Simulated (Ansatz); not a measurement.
Ge: equation of state with PBEsol

Ge:

```
Ge
1.0
    -2.57449    2.57449    1.39741
     2.57449   -2.57449    1.39741
     2.57449    2.57449   -1.39741
Ge
2
Direct
  0.50000 0.50000 0.00000
  0.25000 0.75000 0.50000
```

This isn't the form of Ge at room conditions, which is diamond.

```yaml
Program: Ansatz 0.2.0
Task: equation of state
Functional: PBEsol
Potentials_or_basis: all-electron LAPW, scalar-relativistic
Basis_error_allowed: 0.0005 eV/atom
k_mesh: 11 × 11 × 11
Occupations: fermi-dirac, width 0.05 eV
Spin: no spin polarisation
```

The equilibrium volume is 18.39 Å³/atom. The bulk modulus at fixed shape and positions is 78 GPa. The pressure derivative of the bulk modulus is 4.3.

Energy against volume, from the lowest point:
| volume (Å³/atom) | energy (meV/atom) |
| --- | --- |
| 17.413 | 13.65 |
| 17.783 | 4.89 |
| 18.154 | 0.49 |
| 18.524 | 0.00 |
| 18.895 | 3.03 |
| 19.265 | 9.22 |
| 19.636 | 18.26 |

All runs of the series together: 2.9 min on 1 thread of Intel(R) Xeon(R) Platinum 8375C CPU @ 2.90GHz (Ice Lake), on a shared host.

Caveat: the cell was scaled at fixed shape and fractional positions, which overstates the stiffness of a crystal with free parameters, most of all of layers and chains.
